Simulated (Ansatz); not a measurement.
# V(100) with 4 layers of random V-Mo, 2x2: scattering by chemical disorder

Aim: the residual resistivity of a random alloy, from V(100) with 4 layers of random V-Mo, 2x2 and longer regions.

Calculated with Ansatz 0.2.0; Ansatz plane-wave DFT, PBE, PAW files; ballistic transport by layer matching (Landauer), zero bias; PAW set soft_1.

## 1. The structure

The cell holds 56 atoms: 54 V and 2 Mo. Its edges and angles: a = 6.052 Å, b = 6.052 Å, c = 21.182 Å, α = 90.0°, β = 90.0°, γ = 90.0°. It derives from V. Regions: lead, 40 atoms (40 V); scattering region, 16 atoms (14 V and 2 Mo). The structure is stacked along c, and the current runs across the ab planes.

## 2. With 4 alloy layers

In 4 layers a share of 0.125 of the sites is given to Mo at random. The layers about the cell's end stay perfect and serve as the lead. Energies from -0.05 to 0.05 eV in steps of 0.05 eV are too few for the program's thermal sum, so it prints no conductance; for a metal the transmission near the Fermi level serves, at a fraction of the cost.

input.yaml

```yaml
crystal:
  lattice:
    - [6.052, 0.0, 0.0]
    - [0.0, 6.052, 0.0]
    - [0.0, 0.0, 21.182]
  atoms:
    - { symbol: V, position: [0.0, 0.0, 0.0357142857] }
    - { symbol: V, position: [0.0, 0.5, 0.0357142857] }
    - { symbol: V, position: [0.5, 0.0, 0.0357142857] }
    - { symbol: V, position: [0.5, 0.5, 0.0357142857] }
    - { symbol: V, position: [0.25, 0.25, 0.1071428571] }
    - { symbol: V, position: [0.25, 0.75, 0.1071428571] }
    - { symbol: V, position: [0.75, 0.25, 0.1071428571] }
    - { symbol: V, position: [0.75, 0.75, 0.1071428571] }
    - { symbol: V, position: [0.0, 0.0, 0.1785714286] }
    - { symbol: V, position: [0.0, 0.5, 0.1785714286] }
    - { symbol: V, position: [0.5, 0.0, 0.1785714286] }
    - { symbol: V, position: [0.5, 0.5, 0.1785714286] }
    - { symbol: V, position: [0.25, 0.25, 0.25] }
    - { symbol: V, position: [0.25, 0.75, 0.25] }
    - { symbol: V, position: [0.75, 0.25, 0.25] }
    - { symbol: V, position: [0.75, 0.75, 0.25] }
    - { symbol: V, position: [0.0, 0.0, 0.3214285714] }
    - { symbol: V, position: [0.0, 0.5, 0.3214285714] }
    - { symbol: V, position: [0.5, 0.0, 0.3214285714] }
    - { symbol: V, position: [0.5, 0.5, 0.3214285714] }
    - { symbol: V, position: [0.25, 0.25, 0.3928571429] }
    - { symbol: V, position: [0.25, 0.75, 0.3928571429] }
    - { symbol: V, position: [0.75, 0.25, 0.3928571429] }
    - { symbol: V, position: [0.75, 0.75, 0.3928571429] }
    - { symbol: V, position: [0.0, 0.0, 0.4642857143] }
    - { symbol: V, position: [0.0, 0.5, 0.4642857143] }
    - { symbol: V, position: [0.5, 0.0, 0.4642857143] }
    - { symbol: V, position: [0.5, 0.5, 0.4642857143] }
    - { symbol: V, position: [0.25, 0.25, 0.5357142857] }
    - { symbol: V, position: [0.25, 0.75, 0.5357142857] }
    - { symbol: V, position: [0.75, 0.25, 0.5357142857] }
    - { symbol: V, position: [0.75, 0.75, 0.5357142857] }
    - { symbol: Mo, position: [0.0, 0.0, 0.6071428571] }
    - { symbol: V, position: [0.0, 0.5, 0.6071428571] }
    - { symbol: V, position: [0.5, 0.0, 0.6071428571] }
    - { symbol: Mo, position: [0.5, 0.5, 0.6071428571] }
    - { symbol: V, position: [0.25, 0.25, 0.6785714286] }
    - { symbol: V, position: [0.25, 0.75, 0.6785714286] }
    - { symbol: V, position: [0.75, 0.25, 0.6785714286] }
    - { symbol: V, position: [0.75, 0.75, 0.6785714286] }
    - { symbol: V, position: [0.0, 0.0, 0.75] }
    - { symbol: V, position: [0.0, 0.5, 0.75] }
    - { symbol: V, position: [0.5, 0.0, 0.75] }
    - { symbol: V, position: [0.5, 0.5, 0.75] }
    - { symbol: V, position: [0.25, 0.25, 0.8214285714] }
    - { symbol: V, position: [0.25, 0.75, 0.8214285714] }
    - { symbol: V, position: [0.75, 0.25, 0.8214285714] }
    - { symbol: V, position: [0.75, 0.75, 0.8214285714] }
    - { symbol: V, position: [0.0, 0.0, 0.8928571429] }
    - { symbol: V, position: [0.0, 0.5, 0.8928571429] }
    - { symbol: V, position: [0.5, 0.0, 0.8928571429] }
    - { symbol: V, position: [0.5, 0.5, 0.8928571429] }
    - { symbol: V, position: [0.25, 0.25, 0.9642857143] }
    - { symbol: V, position: [0.25, 0.75, 0.9642857143] }
    - { symbol: V, position: [0.75, 0.25, 0.9642857143] }
    - { symbol: V, position: [0.75, 0.75, 0.9642857143] }
kpoints:
  mp_grid: { grid: [4, 4, 1] }
hamiltonian:
  xc: pbe
  pseudopotentials: { kind: paw, azcp: { folder: soft_1 } }
scf:
  occupations: { method: fermi_dirac, width: 0.1 }
output:
  transmission: { leads: [[0, 4]], kmesh: [8, 8], e_range: [-0.05, 0.05], de: 0.05 }
  write_potential: true
  write_density: true
  volumetric_format: npy
```

Run with:

```
ansatz run input.yaml --threads 4 --pin off --max-ram 15360MiB --backend cpu --events-out ev --progress --plain --runs-dir out
```

Numbers of over 12 decimals in the logs are rounded to 6 here.

The program printed:

```text
Engine: ansatz 0.2.0, aarch64-unknown-linux-gnu
Pseudopotentials: kind: paw
Pseudopotential: V, paw, valence charge 13, recommended cutoff 420 eV (normal), soft_1/V.paw.azcp
Pseudopotential: Mo, paw, valence charge 14, recommended cutoff 420 eV (normal), soft_1/Mo.paw.azcp
Functional definition: PBE
  parameter kappa = 0.804
  parameter beta = 0.066725
  exchange = pbe_x(kappa = kappa, mu = beta*pi^2/3)
  correlation = pbe_c(beta = beta)
Crystal: 56 atoms, lattice volume = 775.827 Å³
Basis set: ecut = 420 eV, 15155 PW (Γ)
Bands: 438, of which v1, the nominal top of the filled ones, is band 365 counted from 1 (364 counted from 0)
Symmetry: 32 space group operations
Space group: P4/mmm (ITA 123), of the structure as read, at distance tolerance 9.2e-5 Å
k-points: 6 of 16
Non-local potential: V, projectors of the file, l = 0: 3, l = 1: 2, l = 2: 3, l = 3: 1
Non-local potential: Mo, projectors of the file, l = 0: 3, l = 1: 2, l = 2: 2, l = 3: 1
PAW form: soft (Blöchl's): semilocal exchange-correlation on the pseudo side does not see the compensation charge
PAW one-centre angular grid: V, 590 points (default); XC on 64 Gauss nodes
PAW one-centre angular grid: Mo, 590 points (default); XC on 64 Gauss nodes
Initial density: superposition of atomic densities (chi_scale 0.1, normalization cell, long waves of neutral atoms (reshape's long-wave potential 2.38 eV rms, cloud 3.07 Å wide))
Initial wavefunctions: pseudopotential atomic-orbital guess
Functional: x = pbe(κ = 0.804, μ = 0.219515), c = pbe(β = 0.066725)
SCF iter   1: F=—  HF=-167218.465666 eV  |F-HF|=—  |Δ(HF+E_count)|=         —  Δρ=1.07e-1  dr2=8.75e2  ethr=3.10e-3  ⟨swp⟩=7.2  Hψ=10292  notcnv=0
preconditioner: auto → Kerker (q_TF=auto, 2.701 Å⁻¹)  [metal: Δε(μ)=0.004 eV  Ē_g=3.270 eV  σ=0.100 eV  W_gap=0.01  n_scr=262 (ndim 8)  ℏωp=22.4 eV  f_vac=0.000  D(μ)=78.87/eV (n_scr^D=1020)]
SCF iter   2: F=—  HF=-167187.639028 eV  |F-HF|=—  |Δ(HF+E_count)|=    3.08e1  Δρ=4.45e-2  dr2=1.24e2  ethr=3.10e-3  ⟨swp⟩=4.0  Hψ=5906  notcnv=0
SCF iter   3: F=—  HF=-167184.489217 eV  |F-HF|=—  |Δ(HF+E_count)|=    3.15e0  Δρ=1.75e-2  dr2=3.55e0  ethr=3.10e-3  ⟨swp⟩=5.0  Hψ=7036  notcnv=0
SCF iter   4: F=—  HF=-167184.307913 eV  |F-HF|=—  |Δ(HF+E_count)|=   1.81e-1  Δρ=4.69e-3  dr2=1.22e-1  ethr=4.87e-4  ⟨swp⟩=3.8  Hψ=5012  notcnv=0
SCF iter   5: F=—  HF=-167184.318730 eV  |F-HF|=—  |Δ(HF+E_count)|=   1.08e-2  Δρ=1.65e-3  dr2=3.12e-2  ethr=1.67e-5  ⟨swp⟩=2.3  Hψ=3765  notcnv=0
SCF iter   6: F=—  HF=-167184.317785 eV  |F-HF|=—  |Δ(HF+E_count)|=   9.46e-4  Δρ=7.90e-4  dr2=7.45e-3  ethr=4.27e-6  ⟨swp⟩=2.0  Hψ=3253  notcnv=0
SCF iter   7: F=—  HF=-167184.317323 eV  |F-HF|=—  |Δ(HF+E_count)|=   4.62e-4  Δρ=1.80e-4  dr2=5.23e-4  ethr=1.02e-6  ⟨swp⟩=2.0  Hψ=3367  notcnv=0
SCF iter   8: F=—  HF=-167184.317294 eV  |F-HF|=—  |Δ(HF+E_count)|=   2.92e-5  Δρ=6.41e-5  dr2=5.44e-5  ethr=7.16e-8  ⟨swp⟩=2.0  Hψ=3289  notcnv=0
SCF iter   9: F=—  HF=-167184.317446 eV  |F-HF|=—  |Δ(HF+E_count)|=   1.52e-4  Δρ=1.33e-5  dr2=2.26e-6  ethr=7.45e-9  ⟨swp⟩=2.0  Hψ=3809  notcnv=0
SCF iter  10: F=—  HF=-167184.317446 eV  |F-HF|=—  |Δ(HF+E_count)|=   1.30e-7  Δρ=3.75e-6  dr2=3.22e-7  ethr=3.09e-10  ⟨swp⟩=2.0  Hψ=3533  notcnv=0
SCF iter  11: F=-167184.317446 eV  HF=-167184.317446 eV  |F-HF|=3.41e-8  |Δ(HF+E_count)|=   1.57e-8  Δρ=1.75e-6  dr2=3.49e-8  ethr=1.37e-11  ⟨swp⟩=9.5  Hψ=8369  notcnv=0
SCF 1 converged in 11 iterations: F = -167184.317446 eV  dr2 = 3.49e-8
  greatest PAW one-centre occupation: 1.000 electrons in one spin orbital (limit 2), on the V atom at site 39 (counted from 0), in its partial waves of l = 0
transmission: 42 of 420 steps passed
transmission: 84 of 420 steps passed
[...]
transmission: 420 of 420 steps passed
SCF converged after 11 iterations
Free energy (F): -167184.317446 eV
Harris-Foulkes:  -167184.317446 eV  (|F-HF|=3.41e-8)
Internal energy: -167181.130298 eV  (E = F + TS)
E sigma→0 (E₀):  -167182.723872 eV
Entropy (-TS):   -3.187148 eV (-56.913 meV/atom)
Fermi energy:    16.309002 eV
--- Per-component energies (eV) ---
  E_band       = -8196.923561
  E_kinetic    = 16784.863604
  E_local      = -55407.191071  (includes V_loc(G=0)·N_el)
  E_nonlocal   = 4686.222561
  E_hartree    = 22891.531574
  E_xc         = -6561.987836
  E_vxc        = -8294.785638  (∫ρ·V_xc dr)
  E_paw        = -67180.833299  (= ΣΔE_a)
  E_vpaw       = -11749.155667  (= ΣTr[D̂ρ^β])
  E_aug_tail   = 0.052772  (compensation charges beyond the density's cutoff)
  E_ewald      = -82393.788603
  E_smearing   = -3.187148  (= −TS)
  E_closure    = 0.000000  (closes the sum)
  Σ components = -167184.317446   (vs F -167184.317446, Δ=0.00e0)
--- Band table (eV; the first three rows and the last of 6) ---
  k-point 0: bands = [... 361 lower, 16.6878, 16.6878, 16.6878, 16.7019, 16.7019, 16.7994, 16.8430, 16.8767, ... 69 higher]
  k-point 1: bands = [... 361 lower, 16.5557, 16.5666, 16.5675, 16.5755, 16.5886, 16.6096, 16.6157, 16.6510, ... 69 higher]
  k-point 2: bands = [... 361 lower, 16.2131, 16.2168, 16.2168, 16.2188, 16.2188, 16.2247, 16.2247, 16.2402, ... 69 higher]
  k-point 5: bands = [... 361 lower, 15.8206, 15.8502, 15.8502, 15.8600, 15.8600, 15.8861, 15.8861, 15.9009, ... 69 higher]
--- Transmission ---
  basis      : 325 plane waves across, 28 finite elements along
  points     : 15, standing for a mesh of 8 x 8
  energies   : 3 from -0.050000 to 0.050000 eV about the Fermi level, 0.050000 eV apart; the leads are filled to 0.000000 eV, and channels, transmission and decay are at 0.000000 eV
  crystal 0  : V4, at the sites [0, 4], period 1.5130 Å, over 19.67 Å; its Hamiltonian steps by up to 0.8 meV
    offset         : up to 0.0000 Å between an atom of the period and one for which it stands
    channels       : 1.004688e1 a spin
    conductance    : none, the energies end too early or step too widely for 300 K: set another output.transmission.e_range or a lower de, or, where they end at an eighth of basis.ecutwfc, a higher one
  junction   : crystal 0 to crystal 0, 2.33 to 22.00 Å
    transmission   : 8.603511e0 a spin
    conductance    : none, the energies end too early or step too widely for 300 K: set another output.transmission.e_range or a lower de, or, where they end at an eighth of basis.ecutwfc, a higher one
```

Elapsed: 4.7 min, on 4 threads of Arm Neoverse V2, shared host; peak memory 6.7 GiB.

This run has no spin polarisation, although V can carry a moment.

Numbers from this step:

| Item | Value |
| --- | --- |
| free energy | -167184.3174 eV |
| energy at zero smearing | -167182.7239 eV |
| Fermi energy | 16.31 eV |
| cell area | 36.63 Å² |
| transmission per spin nearest the Fermi level | 8.604 |
| open channels per spin nearest the Fermi level | 10.05 |
| step of the lead's potential | 0.8 meV |

Per spin. Transmission, zone mean against energy, zero at the Fermi level:

```tsv
energy (eV)	transmission, zone mean
-0.0500	8.96
0.0000	8.60
0.0500	8.14
```

Per spin. The open channels, zone mean, lead by energy, zero at the Fermi level:

```tsv
energy (eV)	open channels, zone mean, lead
-0.0500	10.5
0.0000	10.0
0.0500	9.42
```

Transmission over k1 and k2. At 0.0000 eV from the Fermi level.

Ten even steps from '_' (3.9) to '@' (11.8):
```
::__==%%%%%%==__
__==**@@@@@@**==
..%%@@%%%%%%@@%%
**%%@@%%%%%%@@%%
..%%@@%%%%%%@@%%
__==**@@@@@@**==
::__==%%%%%%==__
__::__..**..__::
```
Columns: k1 (b1) from -0.5 to 0.375; rows upwards: k2 (b2) from -0.5 to 0.375.

Open channels over k1 and k2. At 0.0000 eV from the Fermi level.

Values, 8 rows by 8 columns:
```
 6.0  4.0  9.0 12.0 12.0 12.0  9.0  4.0
 6.0  9.0 12.0 14.0 14.0 14.0 12.0  9.0
 6.0 12.0 14.0 11.0 11.0 11.0 14.0 12.0
10.0 12.0 14.0 11.0 11.0 11.0 14.0 12.0
 6.0 12.0 14.0 11.0 11.0 11.0 14.0 12.0
 6.0  9.0 12.0 14.0 14.0 14.0 12.0  9.0
 6.0  4.0  9.0 12.0 12.0 12.0  9.0  4.0
 4.0  6.0  6.0  6.0 10.0  6.0  6.0  6.0
```
Columns: k1 (b1) from -0.5 to 0.375; rows upwards: k2 (b2) from -0.5 to 0.375.

Over the solved energies the transmission per spin lies between 8.14 and 8.96, out of 9.98 channels of the lead on average (up to 10.5).

## 3. With 8 alloy layers

In 8 layers a share of 0.125 of the sites is given to Mo at random. A fresh draw is used; the growth of the resistance with length is what counts.

System of this step: V(100) with 8 layers of random V-Mo, 2x2. The cell holds 72 atoms: 68 V and 4 Mo. Its edges and angles: a = 6.052 Å, b = 6.052 Å, c = 27.234 Å, α = 90.0°, β = 90.0°, γ = 90.0°. It derives from V. Regions: lead, 40 atoms (40 V); scattering region, 32 atoms (28 V and 4 Mo). The structure is stacked along c, and the current runs across the ab planes.

input.yaml

```yaml
crystal:
  lattice:
    - [6.052, 0.0, 0.0]
    - [0.0, 6.052, 0.0]
    - [0.0, 0.0, 27.234]
  atoms:
    - { symbol: V, position: [0.0, 0.0, 0.0277777778] }
    - { symbol: V, position: [0.0, 0.5, 0.0277777778] }
    - { symbol: V, position: [0.5, 0.0, 0.0277777778] }
    - { symbol: V, position: [0.5, 0.5, 0.0277777778] }
    - { symbol: V, position: [0.25, 0.25, 0.0833333333] }
    - { symbol: V, position: [0.25, 0.75, 0.0833333333] }
    - { symbol: V, position: [0.75, 0.25, 0.0833333333] }
    - { symbol: V, position: [0.75, 0.75, 0.0833333333] }
    - { symbol: V, position: [0.0, 0.0, 0.1388888889] }
    - { symbol: V, position: [0.0, 0.5, 0.1388888889] }
    - { symbol: V, position: [0.5, 0.0, 0.1388888889] }
    - { symbol: V, position: [0.5, 0.5, 0.1388888889] }
    - { symbol: V, position: [0.25, 0.25, 0.1944444444] }
    - { symbol: V, position: [0.25, 0.75, 0.1944444444] }
    - { symbol: V, position: [0.75, 0.25, 0.1944444444] }
    - { symbol: V, position: [0.75, 0.75, 0.1944444444] }
    - { symbol: V, position: [0.0, 0.0, 0.25] }
    - { symbol: V, position: [0.0, 0.5, 0.25] }
    - { symbol: V, position: [0.5, 0.0, 0.25] }
    - { symbol: V, position: [0.5, 0.5, 0.25] }
    - { symbol: V, position: [0.25, 0.25, 0.3055555556] }
    - { symbol: V, position: [0.25, 0.75, 0.3055555556] }
    - { symbol: Mo, position: [0.75, 0.25, 0.3055555556] }
    - { symbol: V, position: [0.75, 0.75, 0.3055555556] }
    - { symbol: V, position: [0.0, 0.0, 0.3611111111] }
    - { symbol: V, position: [0.0, 0.5, 0.3611111111] }
    - { symbol: V, position: [0.5, 0.0, 0.3611111111] }
    - { symbol: V, position: [0.5, 0.5, 0.3611111111] }
    - { symbol: V, position: [0.25, 0.25, 0.4166666667] }
    - { symbol: V, position: [0.25, 0.75, 0.4166666667] }
    - { symbol: V, position: [0.75, 0.25, 0.4166666667] }
    - { symbol: V, position: [0.75, 0.75, 0.4166666667] }
    - { symbol: V, position: [0.0, 0.0, 0.4722222222] }
    - { symbol: V, position: [0.0, 0.5, 0.4722222222] }
    - { symbol: V, position: [0.5, 0.0, 0.4722222222] }
    - { symbol: V, position: [0.5, 0.5, 0.4722222222] }
    - { symbol: Mo, position: [0.25, 0.25, 0.5277777778] }
    - { symbol: V, position: [0.25, 0.75, 0.5277777778] }
    - { symbol: V, position: [0.75, 0.25, 0.5277777778] }
    - { symbol: V, position: [0.75, 0.75, 0.5277777778] }
    - { symbol: V, position: [0.0, 0.0, 0.5833333333] }
    - { symbol: V, position: [0.0, 0.5, 0.5833333333] }
    - { symbol: V, position: [0.5, 0.0, 0.5833333333] }
    - { symbol: V, position: [0.5, 0.5, 0.5833333333] }
    - { symbol: V, position: [0.25, 0.25, 0.6388888889] }
    - { symbol: V, position: [0.25, 0.75, 0.6388888889] }
    - { symbol: Mo, position: [0.75, 0.25, 0.6388888889] }
    - { symbol: V, position: [0.75, 0.75, 0.6388888889] }
    - { symbol: V, position: [0.0, 0.0, 0.6944444444] }
    - { symbol: V, position: [0.0, 0.5, 0.6944444444] }
    - { symbol: V, position: [0.5, 0.0, 0.6944444444] }
    - { symbol: Mo, position: [0.5, 0.5, 0.6944444444] }
    - { symbol: V, position: [0.25, 0.25, 0.75] }
    - { symbol: V, position: [0.25, 0.75, 0.75] }
    - { symbol: V, position: [0.75, 0.25, 0.75] }
    - { symbol: V, position: [0.75, 0.75, 0.75] }
    - { symbol: V, position: [0.0, 0.0, 0.8055555556] }
    - { symbol: V, position: [0.0, 0.5, 0.8055555556] }
    - { symbol: V, position: [0.5, 0.0, 0.8055555556] }
    - { symbol: V, position: [0.5, 0.5, 0.8055555556] }
    - { symbol: V, position: [0.25, 0.25, 0.8611111111] }
    - { symbol: V, position: [0.25, 0.75, 0.8611111111] }
    - { symbol: V, position: [0.75, 0.25, 0.8611111111] }
    - { symbol: V, position: [0.75, 0.75, 0.8611111111] }
    - { symbol: V, position: [0.0, 0.0, 0.9166666667] }
    - { symbol: V, position: [0.0, 0.5, 0.9166666667] }
    - { symbol: V, position: [0.5, 0.0, 0.9166666667] }
    - { symbol: V, position: [0.5, 0.5, 0.9166666667] }
    - { symbol: V, position: [0.25, 0.25, 0.9722222222] }
    - { symbol: V, position: [0.25, 0.75, 0.9722222222] }
    - { symbol: V, position: [0.75, 0.25, 0.9722222222] }
    - { symbol: V, position: [0.75, 0.75, 0.9722222222] }
kpoints:
  mp_grid: { grid: [4, 4, 1] }
hamiltonian:
  xc: pbe
  pseudopotentials: { kind: paw, azcp: { folder: soft_1 } }
scf:
  occupations: { method: fermi_dirac, width: 0.1 }
output:
  transmission: { leads: [[0, 4]], kmesh: [8, 8], e_range: [-0.05, 0.05], de: 0.05 }
  write_potential: true
  write_density: true
  volumetric_format: npy
```

The program printed:

```text
[...]
Crystal: 72 atoms, lattice volume = 997.492 Å³
Basis set: ecut = 420 eV, 19487 PW (Γ)
Bands: 564, of which v1, the nominal top of the filled ones, is band 470 counted from 1 (469 counted from 0)
Symmetry: 1 space group operations
[...]
k-points: 10 of 16 (time reversal used)
[...]
SCF iter   1: F=—  HF=-217926.679304 eV  |F-HF|=—  |Δ(HF+E_count)|=         —  Δρ=1.14e-1  dr2=1.09e3  ethr=3.10e-3  ⟨swp⟩=6.9  Hψ=21424  notcnv=0
[...]
SCF iter  11: F=-217871.105910 eV  HF=-217871.105910 eV  |F-HF|=3.99e-8  |Δ(HF+E_count)|=   2.05e-8  Δρ=1.88e-6  dr2=4.06e-8  ethr=1.06e-11  ⟨swp⟩=13.9  Hψ=20313  notcnv=0
SCF 1 converged in 11 iterations: F = -217871.105910 eV  dr2 = 4.06e-8
[...]
transmission: 141 of 1326 steps passed
transmission: 267 of 1326 steps passed
[...]
transmission: 1326 of 1326 steps passed
SCF converged after 11 iterations
Free energy (F): -217871.105910 eV
[...]
Internal energy: -217867.172254 eV  (E = F + TS)
E sigma→0 (E₀):  -217869.139082 eV
Entropy (-TS):   -3.933655 eV (-54.634 meV/atom)
Fermi energy:    16.466534 eV
[...]
--- Band table (eV; the first three rows and the last of 10) ---
  k-point 0: bands = [... 466 lower, 16.8205, 16.8235, 16.8262, 16.8299, 16.8426, 16.8428, 16.8544, 16.8571, ... 90 higher]
  k-point 1: bands = [... 466 lower, 16.6236, 16.6377, 16.6730, 16.6807, 16.6990, 16.7104, 16.7328, 16.7545, ... 90 higher]
  k-point 2: bands = [... 466 lower, 16.3575, 16.3839, 16.4064, 16.4105, 16.4205, 16.4237, 16.4274, 16.4366, ... 90 higher]
  k-point 9: bands = [... 466 lower, 15.9439, 15.9575, 15.9618, 15.9672, 15.9689, 15.9755, 15.9850, 15.9964, ... 90 higher]
--- Transmission ---
  basis      : 325 plane waves across, 39 finite elements along
  points     : 34, standing for a mesh of 8 x 8
[...]
channels       : 1.004688e1 a spin
[...]
junction   : crystal 0 to crystal 0, 0.70 to 26.42 Å
    transmission   : 7.860869e0 a spin
[...]
```

It took 18 min on 4 threads; peak memory 9.8 GiB; 63 min of CPU time.

This step gave:

| Quantity | Value |
| --- | --- |
| free energy | -217871.1059 eV |
| energy at zero smearing | -217869.1391 eV |
| Fermi energy | 16.47 eV |
| transmission per spin nearest the Fermi level | 7.861 |
| step of the lead's potential | 2 meV |

Per spin. Transmission, zone mean against energy, zero at the Fermi level:

```tsv
energy (eV)	transmission, zone mean
-0.0500	7.93
0.0000	7.86
0.0500	7.40
```

Over the solved energies the transmission per spin lies between 7.40 and 7.93, out of 9.90 channels of the lead on average (up to 10.4).

(Continued in part 2 of 2.)

[Logs are printed without paths, hosts, clocks, repeated set-up lines and the standing remarks that a program may print on its own settings, such as how far it seeks lower states.]

[Hosts, paths, dates, database ids (printed as entryN), source tags and the programs' standing remarks are cut or masked in the printed files.]
